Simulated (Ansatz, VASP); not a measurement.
## Two plane-wave programs on LiHF2

File INCAR:

```
  ALGO = Normal
  EDIFF = 1E-7
  ENCUT = 520
  GGA = CA
  ISIF = 2
  ISMEAR = 0
  LASPH = True
  LCHARG = False
  LREAL = False
  LWAVE = False
  NBANDS = 17
  NELM = 80
  PREC = Accurate
  SIGMA = 0.05
```

Contents of KPOINTS:

```
k-points
0
Gamma
  9 9 9
```

POSCAR

```
LiHF2
1.0
    1.4427881604      0.8329941328      4.7084519996
   -1.4427881604      0.8329941328      4.7084519996
    0.0000000000     -1.6659882656      4.7084519996
Li H F
1 1 2
Direct
    0.0000000000      0.0000000000      0.0000000000
    0.5000000000      0.5000000000      0.5000000000
    0.4125119035      0.4125119035      0.4125119035
    0.5874880965      0.5874880965      0.5874880965
```

Input for Ansatz:

```yaml
crystal:
  lattice:
    - [1.4427881604, 0.8329941328, 4.7084519996]
    - [-1.4427881604, 0.8329941328, 4.7084519996]
    - [0.0, -1.6659882656, 4.7084519996]
  atoms:
    - { symbol: Li, position: [0.0, 0.0, 0.0] }
    - { symbol: H, position: [0.5, 0.5, 0.5] }
    - { symbol: F, position: [0.4125119035, 0.4125119035, 0.4125119035] }
    - { symbol: F, position: [0.5874880965, 0.5874880965, 0.5874880965] }
basis:
  ecutwfc: 420
kpoints:
  mp_grid: { grid: [9, 9, 9] }
hamiltonian:
  xc: lda
scf:
  occupations: { method: gaussian, width: 0.05 }
output:
  forces: true
  stress: true
  eigenvalues: true
```

Change from the starting cell: strain +0.0875 x Voigt [0, 0, 1, 0, 0, 0], atoms carried along.

Alike in both runs: task single point; functional LDA; k mesh 9 × 9 × 9; occupations gaussian, width 0.05 eV; no spin polarisation.

|  | VASP | Ansatz |
| --- | --- | --- |
| version | VASP 6.6.1 | Ansatz 0.2.0 |
| potentials or method | VASP PAW LDA potentials, release 64 (Li_sv, H, F) | scalar-relativistic, plane waves, PAW |
| plane-wave cutoff (eV) | 520 | 420 |
| valence electrons in the cell | 18 | 18 |

Ansatz gave:

- gap on the k mesh at the Fermi level (eV): 7.27
- least direct gap on the mesh (eV): 7.41
- rms of the force components (eV/Å): 0.610

Q: Estimate VASP's values.

A: gap on the k mesh at the Fermi level (eV): 7.24; least direct gap on the mesh (eV): 7.38; rms of the force components (eV/Å): 0.583.

Atom by atom the forces differ by 0.026 eV/Å (rms over components).

Caveats: an odd mesh through Γ misses points on the zone boundary, where band edges often lie; forces of over 1 eV/Å show positions far from the minimum, so gaps and moduli don't describe the material at rest.
